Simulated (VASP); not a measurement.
## From an Ansatz input to VASP: NaH (strained measured structure)

Ansatz input

```yaml
crystal:
  lattice:
    - [-0.0136658164, 2.3975116422, 2.3975116422]
    - [2.3975116422, -0.0136658164, 2.3975116422]
    - [2.3838458259, 2.3838458259, 0.0]
  atoms:
    - { symbol: Na, position: [0.0, 0.0, 0.0] }
    - { symbol: H, position: [0.5, 0.5, 0.5] }
kpoints:
  mp_grid: { grid: [10, 10, 10] }
  band_path:
    path:
      - [0.0, 0.0, 0.0]
      - [0.5, 0.0, 0.5]
      - [0.625, 0.25, 0.625]
      - [0.375, 0.375, 0.75]
      - [0.5, 0.5, 0.5]
      - [0.5, 0.25, 0.75]
      - [0.25, 0.494792, -0.255208]
      - [0.0, 0.5, 0.0]
    npoints: 1
hamiltonian:
  xc: pbe
scf:
  occupations: { method: fermi_dirac, width: 0.02 }
  n_extra_bands: 4
output:
  forces: true
  stress: true
  eigenvalues: true
  write_density: true
  write_potential: true
  elf: true
  volumetric_format: npy
```

**Question.** Which VASP files do the same job?

**Answer.** 

INCAR

```
ISMEAR = -1
LASPH = .TRUE.
SIGMA = 0.02
ISIF = 2
LCHARG = .FALSE.
IBRION = -1
GGA = PE
LWAVE = .FALSE.
NBANDS = 11
NSW = 0
NELM = 120
LREAL = .FALSE.
PREC = Accurate
EDIFF = 1E-7
ENCUT = 520
```

KPOINTS

```
KPOINTS created by Atomic Simulation Environment
0
Gamma
10 10 10
0 0 0
```

KPOINTS_OPT

```
special points
8
Reciprocal
0.0000000000 0.0000000000 0.0000000000 1
0.5000000000 0.0000000000 0.5000000000 1
0.6250000000 0.2500000000 0.6250000000 1
0.3750000000 0.3750000000 0.7500000000 1
0.5000000000 0.5000000000 0.5000000000 1
0.5000000000 0.2500000000 0.7500000000 1
0.2500000000 0.4947920000 -0.2552080000 1
0.0000000000 0.5000000000 0.0000000000 1
```

POSCAR

```
Na H
 1.0000000000000000
    -0.0136658163749999    2.3975116422250000    2.3975116422248575
     2.3975116422250000   -0.0136658163749999    2.3975116422248575
     2.3838458258999999    2.3838458258999999    0.0000000000497152
 Na  H
   1   1
Cartesian
  0.0000000000000000  0.0000000000000000  0.0000000000000000
  2.3838458258749999  2.3838458258749999  2.3975116422497149
```

VASP ran with the recommended PBE PAW datasets (8 valence electrons in the cell). Other inputs would serve too.

```
                            Ansatz     VASP
gap between bands v and c  3.77 eV  3.76 eV
         least direct gap  4.66 eV  4.66 eV
                 pressure  0.6 GPa  0.5 GPa
```

Datasets and cutoffs are each program's own. VASP's cell holds 8 valence electrons and Ansatz's 10. Ansatz's stress includes a Pulay correction; VASP's doesn't.
